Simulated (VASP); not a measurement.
Crystal: TiO2 (Rutile).

```
Ti O
1.0
     4.59220    0.00000    0.00000
     0.00000    4.59220    0.00000
     0.00000    0.00000    2.95740
Ti O
2 4
Direct
  0.00000 0.00000 0.00000
  0.50000 0.50000 0.50000
  0.30496 0.30496 0.00000
  0.19504 0.80496 0.50000
  0.69504 0.69504 0.00000
  0.80496 0.19504 0.50000
```

| Item | Value |
| --- | --- |
| Program | VASP 6.6.1 |
| Task | relaxation of cell and atoms |
| Functional | PBE |
| Potentials or basis | VASP PAW PBE potentials, release 64 (Ti_sv, O) |
| Cutoff | 600 eV |
| k mesh | 6 × 6 × 10 |
| Occupations | gaussian, width 0.03 eV |
| Spin | no spin polarisation |

At the start: pressure 5.8 GPa; volume 10.39 Å³/atom.

Question: Where does the relaxation end?

Answer: Over 5 steps the energy falls by 5.0 meV/atom and the volume is 10.67 Å³/atom (+2.7 %); space group P4_2/mnm (No. 136, to 0.05 Å).

The path:
```tsv
step	energy change (eV)	largest force (eV/Å)	pressure (GPa)	volume (Å³)
1	0.0000	0.1242	5.83	62.37
2	0.0143	0.2349	-6.47	65.84
3	-0.0277	0.0461	0.00	63.89
4	-0.0295	0.0182	-0.01	63.98
5	-0.0297	0.0032	-0.01	64.02
```

Final structure:
```cif
data_structure
_symmetry_space_group_name_H-M 'P 1'
_symmetry_Int_Tables_number 1
_cell_length_a 4.6456
_cell_length_b 4.6456
_cell_length_c 2.9664
_cell_angle_alpha 90.000
_cell_angle_beta 90.000
_cell_angle_gamma 90.000
_cell_volume 64.02
loop_
_atom_site_label
_atom_site_type_symbol
_atom_site_fract_x
_atom_site_fract_y
_atom_site_fract_z
_atom_site_occupancy
Ti1 Ti 0.00000 0.00000 0.00000 1
Ti2 Ti 0.50000 0.50000 0.50000 1
O1 O 0.30496 0.30496 0.00000 1
O2 O 0.19504 0.80496 0.50000 1
O3 O 0.69504 0.69504 0.00000 1
O4 O 0.80496 0.19504 0.50000 1
```
